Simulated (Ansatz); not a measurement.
## hcp against bcc along the alkaline-earth metals

Computed with DFT, RPBE, plane waves (420 eV) with PAW, scalar-relativistic in Ansatz. The PAW files were generated under PBE, with cores re-solved for the functional.

Each structure is relaxed within its symmetry, in the lowest magnetic state of the tried starts. Differences under about 8 meV lie within the error of the k-point mesh.

| element | E(hcp) − E(bcc) (meV/atom) | V(hcp) (Å³/atom) | V(bcc) (Å³/atom) | state of hcp | state of bcc |
| --- | --- | --- | --- | --- | --- |
| Be | -104 | 8.11 | 8.04 | spin not included | spin not included |
| Mg | -28 | 23.69 | 23.69 | spin not included | spin not included |
| Ca | ? | ? | ? | ? | ? |
| Sr | -8 | 58.72 | 57.92 | spin not included | spin not included |
| Ba | 15 | 69.01 | 68.34 | spin not included | spin not included |

(1) Fill in the row of Ca.

## Answers

(1) E(hcp) − E(bcc) (meV/atom): -10; V(hcp) (Å³/atom): 44.69; V(bcc) (Å³/atom): 44.46; state of hcp: spin not included; state of bcc: spin not included.
